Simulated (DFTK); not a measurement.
Crystal: Ge.

```
Ge
1.0
     0.00000    2.82891    2.82891
     2.82891    0.00000    2.82891
     2.82891    2.82891    0.00000
Ge
2
Direct
  0.75000 0.75000 0.75000
  0.50000 0.50000 0.50000
```

Base run:

| Quantity | Value |
| --- | --- |
| Program | DFTK 0.8.2 |
| Functional | PBE |
| Potentials or basis | dojo.nc.sr.pbe.v0_4_1.standard.upf (PBE) |
| Cutoff | 1061 eV |
| k mesh | 8 × 8 × 8 |
| Occupations | fermi-dirac, width 0.05 eV |
| Spin | no spin polarisation |

Its results: band gap on the k mesh none (metal or under the smearing width); pressure 3.7 GPa.

Q: The run is repeated on the same cell with these changes: functional from PBE to LDA; potentials or basis from dojo.nc.sr.pbe.v0_4_1.standard.upf (PBE) to cp2k.nc.sr.lda.v0_1.largecore.gth (LDA, GTH); cutoff from 1061 eV to 544 eV; valence electrons from 28 to 8. What comes out?

A: Band gap on the k mesh none (metal or under the smearing width); pressure -3.0 GPa.

Caveats: this crystal is a semiconductor, whose small gap the functional closes, so the metal is an error of the method; GTH potentials come without recommended cutoffs, and this one wasn't checked for convergence (some runs).

Not every run made on this cell is shown here.
